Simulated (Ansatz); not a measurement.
# Ti2CO2 MXene bilayer (AB) in a perpendicular field, part 2 of 3

Wanted: the out-of-plane response of the Ti2CO2 MXene bilayer (AB). A positive field points along +c.

Ansatz 0.2.0; plane-wave DFT, r2SCAN-D4, Ansatz PAW (set soft_1); PAW set soft_1.

So far. Step 2 (Relaxation): The lattice constant a goes from 3.100 to 3.014 Å.

**3. Atoms held, field 0**

A sawtooth potential applies the field, turning back in the middle of the vacuum. With the dipole correction the typed value is the field outside the slab. The induced dipole is small, so the SCF threshold is tight.

The cell differs from the one that the last finished run ended in (c 55.386 → 29.874 Å).

input.yaml reads:

```yaml
crystal:
  lattice:
    - [3.0138479305, 0.0, 0.0]
    - [-1.5069239653, 2.610068871, 0.0]
    - [0.0, 0.0, 29.8744625065]
  atoms:
    - { symbol: O, position: [0.3333333333, 0.6666666667, 0.3012606502] }
    - { symbol: Ti, position: [0.6666666667, 0.3333333333, 0.3312323931] }
    - { symbol: C, position: [0.0, 0.0, 0.374888706] }
    - { symbol: Ti, position: [0.3333333333, 0.6666666667, 0.4185337998] }
    - { symbol: O, position: [0.6666666667, 0.3333333333, 0.4484683746] }
    - { symbol: O, position: [0.6666666667, 0.3333333333, 0.5515316254] }
    - { symbol: Ti, position: [0.0, 0.0, 0.5814662002] }
    - { symbol: C, position: [0.3333333333, 0.6666666667, 0.625111294] }
    - { symbol: Ti, position: [0.6666666667, 0.3333333333, 0.6687676069] }
    - { symbol: O, position: [0.0, 0.0, 0.6987393498] }
kpoints:
  mp_grid: { grid: [18, 18, 1] }
  band_path:
    path: [[0, 0, 0], [0.5, 0, 0], [0.33333333, 0.33333333, 0], [0, 0, 0]]
    npoints: 16
hamiltonian:
  xc: r2scan
  dispersion: d4
  pseudopotentials: { kind: paw, azcp: { folder: soft_1 } }
scf:
  occupations: { method: fermi_dirac, width: 0.05 }
  convergence: { dr2_threshold: 1.0e-10 }
efield:
  axis: 3
  dipole_correction: true
  ramp_position: 0.97
  ramp_width: 0.06
  amplitude: 0
output:
  dos: { projected: true, e_range: [-6, 5] }
  bader: true
  write_potential: true
  write_density: true
  volumetric_format: npy
  elf: true
```

Run with:

```console
> ansatz run input.yaml --threads 4 --pin off --max-ram 6144MiB --backend cpu --events-out ev --progress --plain --runs-dir out
```

Numbers of over 12 decimals in the logs are rounded to 6 here.

Output:

```text
[...]
Crystal: 10 atoms, lattice volume = 235.003 Å³
Basis set: ecut = 500 eV, 6073 PW (Γ), exchange–correlation on 96×96×900 points (64 copies of the dense FFT grid, shifted against one another)
Bands: 50, of which v1, the nominal top of the filled ones, is band 40 counted from 1 (39 counted from 0)
Symmetry: 6 space group operations
k-points: 37 of 324 (time reversal used)
[...]
SCF iter   1: F=—  HF=-12821.997143 eV  |F-HF|=—  |Δ(HF+E_count)|=         —  Δρ=1.50e-1  dr2=6.27e1  dr2_τ=4.44e0  ethr=3.10e-3  p=0.000 e·Å  D=1.23e-13 V/Å  ΔV_dip=-0.00 eV  dr2_dipole=1.46e-8  V_vac-E_F(+/−)=9.64/9.64 eV  ⟨swp⟩=7.6  Hψ=8486  notcnv=0  defer=3
efield: sawtooth ramp at fractional position 0.9700 (set: `efield.ramp_position`, or a place that a band, a saddle search or an elastic batch's reference lends), width 0.0600; the density the first Hamiltonian is built on has a dipole p = 0.000 e·Å; the dipole correction subtracts the counter field D = 1.23e-13 V/Å, which shifts the + side's vacuum level by -0.00 eV against the − side's; the planar-averaged density in the ramp window peaks in size at 1.7e-6 e/Å³
[...]
SCF iter   2: F=—  HF=-12809.949950 eV  |F-HF|=—  |Δ(HF+E_count)|=    1.20e1  Δρ=8.99e-2  dr2=1.77e1  dr2_τ=3.93e0  ethr=3.10e-3  p=-0.000 e·Å  D=-3.02e-5 V/Å  ΔV_dip=0.00 eV  dr2_dipole=7.12e-8  V_vac-E_F(+/−)=8.11/8.11 eV  ⟨swp⟩=5.3  Hψ=5732  notcnv=0  defer=126
[...]
SCF iter  19: F=-12807.942088 eV  HF=-12807.942088 eV  |F-HF|=1.89e-10  |Δ(HF+E_count)|=  8.91e-11  Δρ=1.40e-7  dr2=7.40e-11  dr2_τ=5.65e-12  ethr=1.00e-12  p=0.000 e·Å  D=1.00e-6 V/Å  ΔV_dip=-0.00 eV  dr2_dipole=1.28e-11  V_vac-E_F(+/−)=5.71/5.71 eV  ⟨swp⟩=11.7  Hψ=7308  notcnv=0
SCF 1 converged in 19 iterations: F = -12807.942088 eV  dr2 = 7.40e-11
[...]
NSCF: frozen V_eff on 49 k-points
efield: sawtooth ramp at fractional position 0.9700 (kept from the solve that this one continues, or follows in the run), width 0.0600; the density the first Hamiltonian is built on has a dipole p = 0.000 e·Å; the dipole correction subtracts the counter field D = 1.00e-6 V/Å, which shifts the + side's vacuum level by -0.00 eV against the − side's; the planar-averaged density in the ramp window peaks in size at 1.7e-6 e/Å³
[...]
SCF converged after 19 iterations
Free energy (F): -12807.942088 eV
[...]
Internal energy: -12807.941891 eV  (E = F + TS)
E sigma→0 (E₀):  -12807.941989 eV
Entropy (-TS):   -0.000197 eV (-0.020 meV/atom)
Fermi energy:    2.278561 eV
Dipole field:    D = -0.000003 V/Å  (p = -0.000004 e·Å, saw-weighted, corrected)
Work function:   Φ+ = 5.7109 eV   Φ− = 5.7108 eV
Levels:          The Fermi level and band energies are counted from a zero that moves with the ramp; work functions are not
[...]
--- Band table (eV; the first three rows and the last of 37) ---
  k-point 0: bands = [... 36 lower, 2.0504, 2.0504, 2.0597, 2.0597, 2.8971, 2.8971, 2.8979, 2.8979, ... 6 higher]
  k-point 1: bands = [... 36 lower, 1.6518, 1.6608, 1.7990, 1.8068, 3.0662, 3.0677, 3.1556, 3.1589, ... 6 higher]
  k-point 2: bands = [... 36 lower, 0.9656, 1.1186, 1.3829, 1.3894, 3.0608, 3.0755, 3.5197, 3.5240, ... 6 higher]
  k-point 36: bands = [... 36 lower, -1.0762, -0.9683, -0.9683, -0.8348, 3.4114, 3.4114, 3.8584, 3.8584, ... 6 higher]
--- Bader charges: 10 sites ---
  site symbol  charge [e]  shift [e]
     0      O     -1.1769     0.0026
     1     Ti      2.0751     0.0009
     2      C     -1.7961     0.0035
     3     Ti      2.0743     0.0009
     4      O     -1.1764     0.0026
     5      O     -1.1764     0.0026
     6     Ti      2.0743     0.0009
     7      C     -1.7961     0.0035
     8     Ti      2.0751     0.0009
     9      O     -1.1769     0.0026
  estimated error of the sums over rays = 7.7e-4 e
```

It took 77 s on 4 threads of Arm Neoverse V2, shared host; peak memory 1.4 GiB; 5.1 min of CPU time.

This step gave:

```yaml
energy_at_zero_smearing: -12807.9420 eV
dipole_along_the_normal: -4.45e-6 e·Å
gap_along_the_path: 0.5169 eV
smallest_direct_gap_along_the_path: 0.8374 eV
ionisation_energy_upper_face: 5.930 eV
electron_affinity_upper_face: 5.413 eV
gap_the_smaller_of_path_and_mesh: 0.5169 eV
```

Running mean over a fixed 2.5 Å (it still follows the layers) of the planar mean; the ramp of the sawtooth is left out. The electron's electrostatic potential energy less the Fermi level by z:

```csv
z (Å),electron's electrostatic potential energy less the Fermi level (eV)
3.5,5.71
4.0,5.71
4.5,5.71
5.0,5.71
5.5,5.71
6.0,5.71
6.5,5.68
7.0,5.51
7.5,4.34
8.0,1.44
8.5,-2.44
9.0,-6.24
9.5,-8.94
10.0,-10.5
10.5,-10.2
11.0,-9.50
11.5,-9.57
12.0,-10.4
12.5,-10.3
13.0,-8.50
13.5,-5.54
14.0,-1.69
14.5,1.92
15.0,3.26
15.5,1.11
16.0,-2.67
16.5,-6.41
17.0,-9.06
17.5,-10.5
18.0,-10.2
18.5,-9.49
19.0,-9.58
19.5,-10.5
20.0,-10.2
20.5,-8.38
21.0,-5.35
21.5,-1.46
22.0,2.31
22.5,4.80
23.0,5.59
23.5,5.69
24.0,5.71
24.5,5.71
25.0,5.71
25.5,5.71
26.0,5.71
26.5,5.71
```

The density of states has structure finer than the step of the table below, so its rows give means over 0.2 eV, whole bins alone (the curve runs from -6 to 1.28 eV). Peaks (eV: height): -5.78: 12.4, -5.42: 13.6, -5.12: 22.5, -4.90: 20.6, -4.65: 27.7, -4.59: 20.5, 0.70: 15.1.

The density of states by energy, zero at the Fermi level of the run, which the smearing sets inside the gap; means over each step:

energy (eV), density of states (states/eV a cell) and a bar:
```
     -5.8        7.7 #############
     -5.6        6.0 ##########
     -5.4       10.8 ##################
     -5.2       17.6 ##############################
     -5.0       16.3 ############################
     -4.8        9.9 #################
     -4.6       15.0 ##########################
     -4.4        4.0 #######
     -4.2        0.2 
     -4.0        0.8 #
     -3.8        3.1 #####
     -3.6        4.1 #######
     -3.4        4.5 ########
     -3.2        4.5 ########
     -3.0        3.8 ######
     -2.8        3.8 ######
     -2.6        4.1 #######
     -2.4        5.9 ##########
     -2.2        6.6 ###########
     -2.0        5.4 #########
     -1.8        3.6 ######
     -1.6        2.6 ####
     -1.4        2.7 #####
     -1.2        2.1 ####
     -1.0        0.7 #
     -0.8        0.5 #
     -0.6        0.4 #
     -0.4        0.3 
     -0.2        0.0 
      0.0        0.0 
      0.2        0.0 
      0.4        2.6 ####
      0.6        6.6 ###########
      0.8        7.5 #############
      1.0        3.8 #######
```

Projected DOS per atom over height of the atomic layer and energy from the Fermi level. Layers: O Ti C Ti O O Ti C Ti O from below.

Values in states/eV, 22 rows by 10 columns, each cell a mean:
```
0.05 0.47 0.06 0.47 0.05 0.05 0.47 0.06 0.47 0.05
0.21 1.48 0.15 1.48 0.21 0.21 1.48 0.15 1.48 0.21
0.18 0.65 0.05 0.65 0.18 0.18 0.65 0.05 0.65 0.18
0.00 0.00 0.00 0.00 0.00 0.00 0.00 0.00 0.00 0.00
0.00 0.00 0.02 0.00 0.00 0.00 0.00 0.02 0.00 0.00
0.02 0.03 0.09 0.03 0.02 0.02 0.03 0.09 0.03 0.02
0.03 0.05 0.13 0.05 0.03 0.03 0.05 0.13 0.05 0.03
0.15 0.12 0.43 0.12 0.16 0.16 0.12 0.43 0.12 0.15
0.20 0.18 0.57 0.18 0.19 0.19 0.18 0.57 0.18 0.20
0.23 0.36 1.04 0.36 0.23 0.23 0.36 1.04 0.36 0.23
0.40 0.42 1.43 0.42 0.40 0.40 0.42 1.43 0.42 0.40
0.29 0.34 1.06 0.34 0.30 0.30 0.34 1.06 0.34 0.29
0.22 0.28 0.80 0.29 0.25 0.25 0.29 0.80 0.28 0.22
0.39 0.34 0.79 0.34 0.35 0.35 0.34 0.79 0.34 0.39
0.37 0.34 0.72 0.35 0.38 0.38 0.35 0.72 0.34 0.37
0.23 0.20 0.36 0.20 0.23 0.23 0.20 0.36 0.20 0.23
0.10 0.02 0.02 0.03 0.11 0.11 0.03 0.02 0.02 0.10
1.88 0.34 0.26 0.34 1.86 1.86 0.34 0.26 0.34 1.88
2.18 0.61 0.40 0.59 2.08 2.08 0.59 0.40 0.61 2.18
2.84 1.10 0.91 1.08 2.81 2.81 1.08 0.91 1.10 2.84
1.22 0.58 0.50 0.60 1.33 1.33 0.60 0.50 0.58 1.22
1.67 0.63 0.17 0.58 1.55 1.55 0.58 0.17 0.62 1.66
```
Columns: height of the atomic layer (Å) from 9 to 20.9 (not evenly spaced); rows upwards: energy from the Fermi level (eV) from -5.96 to 1.24.

The electronic bands at the labelled points (eV, zero at the Fermi level of the run, which the smearing sets inside the gap):

```csv
point,band 37,band 38,band 39,band 40,band 41,band 42,band 43,band 44
Γ,-0.23,-0.23,-0.22,-0.22,0.62,0.62,0.62,0.62
halfway,-1.73,-1.69,-1.68,-1.68,0.56,0.59,1.46,1.46
M,-2.26,-2.22,-1.85,-1.84,0.30,0.33,1.59,1.61
halfway,-2.84,-2.78,-2.57,-2.52,0.86,0.86,1.59,1.60
K,-3.35,-3.25,-3.25,-3.11,1.13,1.13,1.58,1.58
halfway,-2.43,-2.41,-1.91,-1.87,0.75,0.75,1.66,1.69
Γ,-0.23,-0.23,-0.22,-0.22,0.62,0.62,0.62,0.62
```

Valence density in the ca plane at fractional y = 0.667, with atoms of O and Ti and C within 0.2 Å of it. It is the smooth field of the valence electrons, not physical close to the nuclei.

Ten steps, logarithmic in the rise over the least value, from '0' (0.00 × 1e0 e/Å³) to '9' (9.77 × 1e0 e/Å³), each cell a mean:
```
00000000000000000123443443223332100013444432
00000000000000000123443443223343100013444432
00000000000000001333333333333332100012333333
00000000000000013565322223577521000001122234
00000000000000025897421124899731000000111345
00000000000000025897421124899731000000111346
00000000000000014675322223687521000001112235
00000000000000002343323333344332100012233333
```
Columns run along c (16.0 Å, from fractional 0.09 to 0.62 of the cell), rows up along a (3.0 Å). Atoms in or near the plane, at fractional coordinates: O at (0.30, 0.33), Ti at (0.42, 0.33).

Electrostatic potential energy in the ca plane at fractional y = 0.667, with atoms of O and Ti and C within 0.2 Å of it. With pseudopotentials it is smooth inside the atoms' cores, unlike the true potential.

Values in eV, 5 rows by 16 columns, each cell a mean:
```
 -9   0   1   2   7   7   1 -14  -1  -5 -11   4   8   8   8   8
 -4   1  -9  -1   7   7   2  -7  -1  -3  -6   5   8   8   8   8
  2  -4 -36 -15   6   7   5   1 -20 -11   2   6   8   8   8   8
  3  -6 -38 -19   6   7   5   2 -27 -15   3   6   8   8   8   8
 -1   0 -19  -5   7   7   4  -3  -4  -3  -2   5   8   8   8   8
```
Columns run along c (16.0 Å, from fractional 0.34 to 0.87 of the cell; values clipped at the 3rd and 97th percentile), rows up along a (3.0 Å). Atoms in or near the plane, at fractional coordinates: Ti at (0.42, 0.33), C at (0.63, 0.33).

ELF in the ca plane at fractional y = 0.667, with atoms of O and Ti and C within 0.2 Å of it. It is the smooth field of the valence electrons, not physical close to the nuclei.

Ten even steps from '0' (0.00) to '9' (0.82), each cell a mean:
```
00000000000000001111223798413687410157632112
00000000000000000101224798413787510157732111
00000000000000125652113675211355300035531126
00000000000000369998412441577311100001211379
00000000000001479869721112888710000000002698
00000000000001489858721112888710000000002797
00000000000001369999512331687411000001111379
00000000000000136763113674221245200025521137
```
Columns run along c (16.0 Å, from fractional 0.09 to 0.62 of the cell), rows up along a (3.0 Å). Atoms in or near the plane, at fractional coordinates: O at (0.30, 0.33), Ti at (0.42, 0.33).

The gap is 0.52 eV, with the valence edge 5.93 eV and the conduction edge 5.41 eV under the upper vacuum level.

**4. Atoms held, field 0.03 V/Å**

Edit input.yaml of step 3 so:

```diff
@@ -33,6 +33,4 @@
   ramp_width: 0.06
-  amplitude: 0
+  amplitude: 0.03
 output:
-  dos: { projected: true, e_range: [-6, 5] }
-  bader: true
   write_potential: true
@@ -40,2 +38 @@
   volumetric_format: npy
-  elf: true
```

Output:

```text
[...]
Crystal: 10 atoms, lattice volume = 235.003 Å³
Basis set: ecut = 500 eV, 6073 PW (Γ), exchange–correlation on 96×96×900 points (64 copies of the dense FFT grid, shifted against one another)
Bands: 50, of which v1, the nominal top of the filled ones, is band 40 counted from 1 (39 counted from 0)
Symmetry: 6 space group operations
k-points: 37 of 324 (time reversal used)
[...]
k-point 0: bands = [... 36 lower, 2.0268, 2.0268, 2.0833, 2.0833, 2.8696, 2.8696, 2.9253, 2.9253, ... 6 higher]
  k-point 1: bands = [... 36 lower, 1.6281, 1.6845, 1.7748, 1.8310, 3.0391, 3.0948, 3.1293, 3.1851, ... 6 higher]
  k-point 2: bands = [... 36 lower, 0.9635, 1.1233, 1.3581, 1.4141, 3.0393, 3.0969, 3.4939, 3.5497, ... 6 higher]
  k-point 36: bands = [... 36 lower, -1.0788, -0.9987, -0.9379, -0.8322, 3.3835, 3.4392, 3.8328, 3.8364, ... 6 higher]
[key lines of the parts left out:]
SCF converged after 20 iterations
Free energy (F): -12807.942302 eV
Fermi energy:    2.278487 eV
Dipole field:    D = 0.011016 V/Å  (p = 0.014307 e·Å, saw-weighted, corrected)
```

Elapsed: 52 s, on 4 threads; peak memory 1.3 GiB; 3.4 min of CPU time.

The dipole is 0.0143 e·Å, and the gap 0.477 eV.

**5. Atoms held, field -0.03 V/Å**

Edit input.yaml of step 4 so:

```diff
@@ -33,3 +33,3 @@
   ramp_width: 0.06
-  amplitude: 0.03
+  amplitude: -0.03
 output:
```

Output:

```text
[...]
Crystal: 10 atoms, lattice volume = 235.003 Å³
Basis set: ecut = 500 eV, 6073 PW (Γ), exchange–correlation on 96×96×900 points (64 copies of the dense FFT grid, shifted against one another)
Bands: 50, of which v1, the nominal top of the filled ones, is band 40 counted from 1 (39 counted from 0)
Symmetry: 6 space group operations
k-points: 37 of 324 (time reversal used)
[...]
k-point 0: bands = [... 36 lower, 2.0268, 2.0268, 2.0833, 2.0833, 2.8696, 2.8696, 2.9253, 2.9253, ... 6 higher]
  k-point 1: bands = [... 36 lower, 1.6281, 1.6845, 1.7748, 1.8310, 3.0391, 3.0948, 3.1293, 3.1851, ... 6 higher]
  k-point 2: bands = [... 36 lower, 0.9635, 1.1233, 1.3581, 1.4141, 3.0393, 3.0969, 3.4939, 3.5497, ... 6 higher]
  k-point 36: bands = [... 36 lower, -1.0788, -0.9987, -0.9379, -0.8322, 3.3835, 3.4392, 3.8328, 3.8364, ... 6 higher]
[key lines of the parts left out:]
SCF converged after 20 iterations
Free energy (F): -12807.942302 eV
Fermi energy:    2.278487 eV
Dipole field:    D = -0.011016 V/Å  (p = -0.014306 e·Å, saw-weighted, corrected)
```

Elapsed: 52 s, on 4 threads; peak memory 1.4 GiB; 3.4 min of CPU time.

The dipole is -0.0143 e·Å, and the gap 0.477 eV.

**6. Atoms held, field 0.15 V/Å**

Edit input.yaml of step 5 so:

```diff
@@ -31,5 +31,5 @@
   dipole_correction: true
-  ramp_position: 0.97
-  ramp_width: 0.06
-  amplitude: -0.03
+  ramp_position: 0.9466
+  ramp_width: 0.1068
+  amplitude: 0.15
 output:
```

Output:

```text
[...]
Crystal: 10 atoms, lattice volume = 235.003 Å³
Basis set: ecut = 500 eV, 6073 PW (Γ), exchange–correlation on 96×96×900 points (64 copies of the dense FFT grid, shifted against one another)
Bands: 50, of which v1, the nominal top of the filled ones, is band 40 counted from 1 (39 counted from 0)
Symmetry: 6 space group operations
k-points: 37 of 324 (time reversal used)
[...]
k-point 0: bands = [... 36 lower, 1.9316, 1.9316, 2.1768, 2.1768, 2.7744, 2.7744, 3.0196, 3.0196, ... 6 higher]
  k-point 1: bands = [... 36 lower, 1.5329, 1.6796, 1.7781, 1.9247, 2.9437, 3.0340, 3.1890, 3.2793, ... 6 higher]
  k-point 2: bands = [... 36 lower, 1.0215, 1.1847, 1.2629, 1.5078, 2.9446, 3.1906, 3.3984, 3.5768, ... 6 higher]
  k-point 36: bands = [... 36 lower, -1.1192, -1.1040, -0.8335, -0.7922, 3.2882, 3.5336, 3.7325, 3.7457, ... 6 higher]
[key lines of the parts left out:]
SCF converged after 20 iterations
Free energy (F): -12807.947509 eV
Fermi energy:    2.275383 eV
Dipole field:    D = 0.056229 V/Å  (p = 0.073025 e·Å, saw-weighted, corrected)
```

The job ended after 52 s (4 threads; peak memory 1.3 GiB; 3.4 min of CPU time).

The dipole is 0.0730 e·Å, and the gap 0.291 eV.

**7. Atoms held, field 0.25 V/Å**

Edit input.yaml of step 6 so:

```diff
@@ -33,3 +33,3 @@
   ramp_width: 0.1068
-  amplitude: 0.15
+  amplitude: 0.25
 output:
```

Output:

```text
[...]
Crystal: 10 atoms, lattice volume = 235.003 Å³
Basis set: ecut = 500 eV, 6073 PW (Γ), exchange–correlation on 96×96×900 points (64 copies of the dense FFT grid, shifted against one another)
Bands: 50, of which v1, the nominal top of the filled ones, is band 40 counted from 1 (39 counted from 0)
Symmetry: 6 space group operations
k-points: 37 of 324 (time reversal used)
[...]
k-point 0: bands = [... 36 lower, 1.8787, 1.8787, 2.2267, 2.2267, 2.7219, 2.7219, 3.0702, 3.0702, ... 6 higher]
  k-point 1: bands = [... 36 lower, 1.4802, 1.6268, 1.8281, 1.9747, 2.8910, 2.9813, 3.2396, 3.3298, ... 6 higher]
  k-point 2: bands = [... 36 lower, 1.0702, 1.2102, 1.2299, 1.5578, 2.8917, 3.2414, 3.3455, 3.5244, ... 6 higher]
  k-point 36: bands = [... 36 lower, -1.1537, -1.0956, -0.7749, -0.7591, 3.2357, 3.5844, 3.6738, 3.6988, ... 6 higher]
[key lines of the parts left out:]
SCF converged after 20 iterations
Free energy (F): -12807.957368 eV
Fermi energy:    2.268388 eV
Dipole field:    D = 0.095823 V/Å  (p = 0.124447 e·Å, saw-weighted, corrected)
```

Elapsed: 52 s, on 4 threads; peak memory 1.3 GiB; 3.4 min of CPU time.

The dipole is 0.124 e·Å, and the gap 0.187 eV.

**8. Atoms held, field -0.25 V/Å**

Edit input.yaml of step 7 so:

```diff
@@ -33,4 +33,6 @@
   ramp_width: 0.1068
-  amplitude: 0.25
+  amplitude: -0.25
 output:
+  dos: { projected: true, e_range: [-6, 5] }
+  bader: true
   write_potential: true
@@ -38 +40,2 @@
   volumetric_format: npy
+  elf: true
```

Output:

```text
[...]
Crystal: 10 atoms, lattice volume = 235.003 Å³
Basis set: ecut = 500 eV, 6073 PW (Γ), exchange–correlation on 96×96×900 points (64 copies of the dense FFT grid, shifted against one another)
Bands: 50, of which v1, the nominal top of the filled ones, is band 40 counted from 1 (39 counted from 0)
Symmetry: 6 space group operations
k-points: 37 of 324 (time reversal used)
[...]
--- Bader charges: 10 sites ---
  site symbol  charge [e]  shift [e]
     0      O     -1.1692     0.0026
     1     Ti      2.0766     0.0009
     2      C     -1.7955     0.0035
     3     Ti      2.0731     0.0009
     4      O     -1.1805     0.0026
     5      O     -1.1721     0.0026
     6     Ti      2.0751     0.0009
     7      C     -1.7963     0.0035
     8     Ti      2.0733     0.0008
     9      O     -1.1846     0.0026
  estimated error of the sums over rays = 7.4e-4 e
[key lines of the parts left out:]
SCF converged after 20 iterations
Free energy (F): -12807.957368 eV
Fermi energy:    2.268388 eV
Dipole field:    D = -0.095821 V/Å  (p = -0.124444 e·Å, saw-weighted, corrected)
```

Run time: 78 s. Hardware: 4 threads; peak memory 1.4 GiB; 5.1 min of CPU time.

The dipole is -0.124 e·Å, and the gap 0.187 eV.

(Continued in part 3 of 3.)

[Logs are printed without paths, hosts, clocks, repeated set-up lines and the standing remarks that a program may print on its own settings, such as how far it seeks lower states.]

[Hosts, paths, dates, database ids (printed as entryN), source tags and the programs' standing remarks are cut or masked in the printed files.]

[Maps of the electrostatic potential energy from Ansatz leave out the sawtooth potential of an applied field or a dipole correction, so their vacuum need not be flat; planar profiles and work functions include it.]

[The density of states shown here was stored with 400 of the rows of the run's finer table, so its peaks can read low, often by over a quarter, or be missed, and its means over a window can be off by a tenth or more.]
